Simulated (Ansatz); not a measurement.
**Ionic part of the dielectric constant of CsCl at 40 GPa, mode by mode**

Theory: DFT LDA, scalar-relativistic, plane waves, PAW in Ansatz. Plane waves to 420 eV; Γ-centred k mesh 8×8×8; fixed occupations. No spin polarisation. Phonons by linear response, acoustic sum rule imposed.

It takes space group Pm-3m (No. 221, cubic). The conventional cell has a = 3.381 Å, b = 3.381 Å, c = 3.381 Å, α = 90.00°, β = 90.00°, γ = 90.00°. Around Cs (site symmetry m-3m) lie 8 Cl at 2.93 Å. Cl (site symmetry m-3m) has 8 Cs at 2.93 Å as nearest neighbours.

Spin–orbit coupling is left out, which matters for heavy elements. Other phases may be more stable at this pressure.

The primitive cell has V = 38.64 Å³ and ε∞,zz = 4.827. Each polar mode adds Δε = (4.92064×10⁷/V)·S/ν² along z, with S its oscillator strength in e²/amu, ν in cm⁻¹ and V in Å³.

**Question.** From these modes, find each Δε and ε0,zz.
```tsv
ν (cm⁻¹)	S_zz (e²/amu)
286.6	0.08362
```

**Answer.**
```json
{"ν (cm⁻¹)": "286.6", "Δε": "1.30"}
```

The sum is 1.296, so ε0,zz = 6.12; the run's tensor has 6.12.

**Question.** Where do the longitudinal modes lie for a wave vector along z?

**Answer.** At 323 cm⁻¹. The Lyddane–Sachs–Teller product Π(ν_LO/ν_TO)² = 1.27 matches ε0/ε∞ = 1.27.

Cost: 1 run of about 0.65 core-minutes, on Arm Neoverse N1 (shared hosts).